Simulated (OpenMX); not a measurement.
# Fe under changes of volume

One of the cells (12.259 Å³/atom); the others are scaled copies at fixed shape and fractional positions:

```
CELL_PARAMETERS angstrom
-1.45256 1.45256 1.45256
1.45256 -1.45256 1.45256
1.45256 1.45256 -1.45256
ATOMIC_POSITIONS crystal
Fe 0.00000 0.00000 0.00000
```

```yaml
Program: OpenMX 3.8.5
Functional: PBE
Potentials_or_basis: OpenMX 2013 PBE set, Fe6.0H-s3p2d2, fixed grid of 27 × 27 × 27 points
k_mesh: 13 × 13 × 13
Occupations: fermi-dirac, width 0.05 eV
Spin: collinear spin, ferromagnetic start
Starting_moments: "[3.0] μB"
```

```tsv
volume (Å³/atom)	energy over the lowest point (meV/atom)	moment (μB per cell)
11.298	?	?
11.538	0.00	2.21
11.778	4.34	2.28
12.259	25.72	2.42
12.499	40.39	2.53
12.740	56.56	2.59
```

Problem. What does the run at 11.298 Å³/atom give?

Solution. Energy over the lowest point 0.88 meV/atom; moment 2.16 μB per cell.

Worked out: A Birch-Murnaghan fit of order 3 (a polynomial in V^(-2/3)) to the other rows has its minimum at 11.48 Å³/atom, just outside them, with B0 = V·E''(V) = 208 GPa (rough, since the energies scatter). It gives 1.78 meV/atom at 11.298 Å³/atom, against the run's 0.88. A parabola through the other rows of the moment, of slope 0.275 μB per Å³/atom there, extrapolates to 2.14 μB, against the run's 2.16.

Energies are extrapolated to zero smearing.

Caveats: the basis of atomic orbitals isn't converged, which shifts pressures, moduli and gaps.
